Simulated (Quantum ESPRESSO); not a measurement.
MnSi in Quantum ESPRESSO: the effect of functional

MnSi:

```
Mn Si
1.0
     0.00000    2.52722    2.52722
     2.52722    0.00000    2.52722
     2.52722    2.52722    0.00000
Mn Si
1 1
Cartesian
  0.0000 0.0000 0.0000
  1.2636 1.2636 1.2636
```

The cell was built by a generator and needn't be a form met in nature.

Alike in all runs:

```yaml
Program: Quantum ESPRESSO 7.5
Task: phonons
Cutoff: 612 eV
Density_cutoff: 4898 eV
k_mesh: 6 × 6 × 6
Occupations: cold, width 0.2 eV
Spin: collinear spin, ferromagnetic start
Starting_moments: "[4.0, 0.0] μB"
```

Each run relaxes the cell or the atoms first.

```csv
functional,potentials or basis,relaxed volume (Å³/atom),moment (μB)
LDA,GBRV 1.5 LDA,17.80,2.16
PBEsol,GBRV 1.5 PBEsol,18.78,2.36
WC,GBRV 1.5 PBE,18.89,2.37
PW91,GBRV 1.5 PBE,19.55,2.46
revPBE,GBRV 1.5 PBE,?,?
```

Task: What does the run with functional revPBE give?

Result: Relaxed volume 20.72 Å³/atom; moment 2.72 μB.

Caveats: the mesh is thin for the phonons of a metal; the volume moved by over 15 % at a fixed basis, so the end points are rough (some runs); the potentials were made for another functional, which shifts forces and pressure (some runs); the acoustic modes lie far from zero, so the frequencies are unreliable (some runs); some modes are imaginary (some runs).

Runs at the PBE level aren't shown here.
